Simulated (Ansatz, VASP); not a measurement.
One calculation of Se, two programs

INCAR

```
ALGO     = Normal         # electronic algorithm
EDIFF    = 1E-7           # SCF threshold, eV
EDIFFG   = -0.01          # ionic threshold
ENCUT    = 600            # plane-wave cutoff, eV
GGA      = PE             # functional
IBRION   = 2              # ionic algorithm
ISIF     = 3              # what is computed and relaxed
ISMEAR   = 0              # smearing method
LASPH    = True           # aspherical terms in the spheres
LCHARG   = False          # write CHGCAR
LREAL    = False          # projectors in reciprocal space
LWAVE    = False          # write WAVECAR
NELM     = 100            # most SCF steps
NSW      = 100            # ionic steps
PREC     = Accurate       # precision mode
SIGMA    = 0.1            # smearing width, eV
```

Contents of KPOINTS:

```
k-points
0
Gamma
  15 15 6
```

POSCAR

```
Se
1.0
    3.7645968298      0.0000000000      0.0000000000
   -1.8822984149      3.2602364896      0.0000000000
    0.0000000000      0.0000000000      7.3435181671
Se
4
Direct
    0.0000000000      0.0000000000      0.0000000000
    0.0000000000      0.0000000000      0.5000000000
    0.3333333333      0.6666666667      0.7500000000
    0.6666666667      0.3333333333      0.2500000000
```

Input for Ansatz:

```yaml
crystal:
  lattice:
    - [3.7645968298, 0.0, 0.0]
    - [-1.8822984149, 3.2602364896, 0.0]
    - [0.0, 0.0, 7.3435181671]
  atoms:
    - { symbol: Se, position: [0.0, 0.0, 0.0] }
    - { symbol: Se, position: [0.0, 0.0, 0.5] }
    - { symbol: Se, position: [0.3333333333, 0.6666666667, 0.75] }
    - { symbol: Se, position: [0.6666666667, 0.3333333333, 0.25] }
basis:
  ecutwfc: 420
kpoints:
  mp_grid: { grid: [15, 15, 6] }
hamiltonian:
  xc: pbe
scf:
  occupations: { method: gaussian, width: 0.1 }
output:
  forces: true
  stress: true
  eigenvalues: true
relax:
  adjacent_minimum: "off"
  f_tol: 0.01
  max_steps: 80
  cell: { stress_tol: 0.05 }
```

Alike in both runs: task relaxation of cell and atoms; functional PBE; k mesh 15 × 15 × 6; occupations gaussian, width 0.1 eV; no spin polarisation.

|  | VASP | Ansatz |
| --- | --- | --- |
| version | VASP 6.6.1 | Ansatz 0.2.0 |
| potentials or method | VASP PAW PBE potentials, release 64 (Se) | scalar-relativistic, plane waves, PAW |
| plane-wave cutoff (eV) | 600 | 420 |
| valence electrons in the cell | 24 | 64 |

```csv
,VASP,Ansatz,Ansatz less VASP
"gap on the k mesh at the Fermi level, each at its own relaxed structure (eV)",none,none,-
relaxed volume (Å³/atom),22.68,22.65,-0.022
relaxed cell length with the largest relative difference (Å),3.786,3.785,-0.0013
```

A gap of «none» marks a metal or a gap that the smearing closes. The two sets of potentials don't hold the same shells in valence.
